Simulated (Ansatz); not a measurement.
A 4-atom cell of Si (P6_3/mmc) from a materials database, relaxed with r2SCAN in Ansatz. The symmetry is P6_3/mmc (No. 194, hexagonal); conventional cell a = 3.832 Å, c = 6.341 Å, 20.16 Å³ an atom. Around Si lie 4 Si at 2.35–2.37 Å.

The axes x, y and z are those of this cell:
```
CELL_PARAMETERS angstrom
3.83212 0.00000 0.00000
-1.91606 3.31871 0.00000
0.00000 0.00000 6.34124
ATOMIC_POSITIONS crystal
Si 0.33333 0.66667 0.06306
Si 0.66667 0.33333 0.56306
Si 0.33333 0.66667 0.43694
Si 0.66667 0.33333 0.93694
```

Unstrained: The PBE gap is indirect, 0.425 eV (Γ to M), below the direct gap of 1.037 eV at Γ. r2SCAN gives an indirect gap of 0.608 eV, from Γ to M; the least direct gap is 1.362 eV at Γ. The HSE06 gap is indirect, 0.972 eV (Γ to M), below the direct gap of 1.696 eV at Γ. Meshes: PBE 12×12×4, r2SCAN 12×12×4, HSE06 6×6×4. Strains are changes of length per length, and xy shears are angles. After each strain the atoms were relaxed again with r2SCAN within the symmetry that the strain leaves, so tilts or polar shifts that break it weren't tested; points keep the names that they have in the unstrained zone. (Simulation; spin polarisation is off.)

(1) Apply xy shear, engineering strain (angle) -1.88 %. How far does the gap move, against the unstrained cell?

(2) Apply uniaxial -3.11 % along z, other directions held. How far does the gap move, against the unstrained cell?

Answers

(1) PBE: the gap goes from 0.425 to 0.221 eV (-0.204 eV); with r2SCAN the top three valence levels at Γ, grouped 2+1 from the top over 377 meV, become 1+1+1 over 462 meV. r2SCAN: the gap goes from 0.608 to 0.390 eV (-0.218 eV). HSE06: the gap goes from 0.972 to 0.758 eV (-0.214 eV). The r2SCAN energy rises by 1.6 meV an atom.

(2) PBE: the gap goes from 0.425 to 0.249 eV (-0.176 eV); with r2SCAN the top three valence levels at Γ, grouped 2+1 from the top over 377 meV, become 2+1 over 134 meV. r2SCAN: the gap goes from 0.608 to 0.426 eV (-0.182 eV). HSE06: the gap goes from 0.972 to 0.790 eV (-0.182 eV). The r2SCAN energy rises by 14.4 meV an atom.

The meshes of the hybrids are coarse, so their gaps aren't converged to the digits shown.

The splittings at Γ are without spin-orbit coupling, which regroups them where it is of like size or larger.
